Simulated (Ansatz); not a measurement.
All numbers below come from DFT PBEsol, scalar-relativistic, plane waves, PAW (Ansatz). Cutoff 420 eV, Γ-centred k meshes of 512 to 1000 points, fixed occupations in insulators, in metals Fermi–Dirac smearing of 0.15 eV (Gaussian, 0.2 eV, where magnetic), no spin polarisation. Spin–orbit coupling is left out. Each crystal stands at its own equilibrium volume, in the symmetry named.

Order these crystals by the electronic dielectric constant ε∞ (a third of the trace), lowest first.
A. WS2 (P6_3/mmc, 6 atoms in the cell, 18.1 Å³/atom, W next to 6 S)
B. ZnS (F-43m, 2 atoms in the cell, 19.2 Å³/atom, Zn next to 4 S)
C. BaS (Fm-3m, 2 atoms in the cell, 31.7 Å³/atom, Ba next to 6 S)

Answers

C (4.99), B (6.09), A (10.81).

Cost: 3 runs of about 25 core-minutes in all, on Intel Xeon Platinum 8488C (Sapphire Rapids), Arm Neoverse N1, AMD EPYC 7R43 (Zen 3) (shared hosts).